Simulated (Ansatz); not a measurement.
Moving the choice of potentials or basis in PdIn

The structure is cubic, space group Pm-3m (No. 221). Conventional cell: a = 3.272 Å, b = 3.272 Å, c = 3.272 Å, α = 90.00°, β = 90.00°, γ = 90.00°. In (site symmetry m-3m) is surrounded by 8 Pd at 2.83 Å. Around Pd (site symmetry m-3m) lie 8 In at 2.83 Å.

The cell comes from a database or a generator and needn't be the stable form of this composition.

Kept alike: task equation of state; functional PBEsol; k mesh 8 × 8 × 8; occupations fermi-dirac, width 0.05 eV; no spin polarisation. Program: Ansatz. Cutoffs run from 420 to 1116 eV. The mesh is that of the run's cell of 2 atoms. No spin-orbit coupling.

| choice of potentials or basis | volume (Å³/atom) | bulk modulus (GPa) |
| --- | --- | --- |
| Ansatz PAW | 17.116 | 138.2 |
| Ansatz PAW (files of its older set among them) | 17.117 | 138.2 |
| PseudoDojo standard | 17.147 | 138.5 |
| PseudoDojo stringent | 17.118 | 138.9 |

For a metal such a mesh leaves the last digits unconverged. Volume and modulus come from cells scaled at fixed shape and fractions.

Task: What does the choice of potentials or basis change here?

Result: The volume runs from 17.116 (Ansatz PAW) to 17.147 Å³/atom (PseudoDojo standard). The bulk modulus runs from 138.2 (Ansatz PAW; Ansatz PAW (files of its older set among them)) to 138.9 GPa (PseudoDojo stringent).
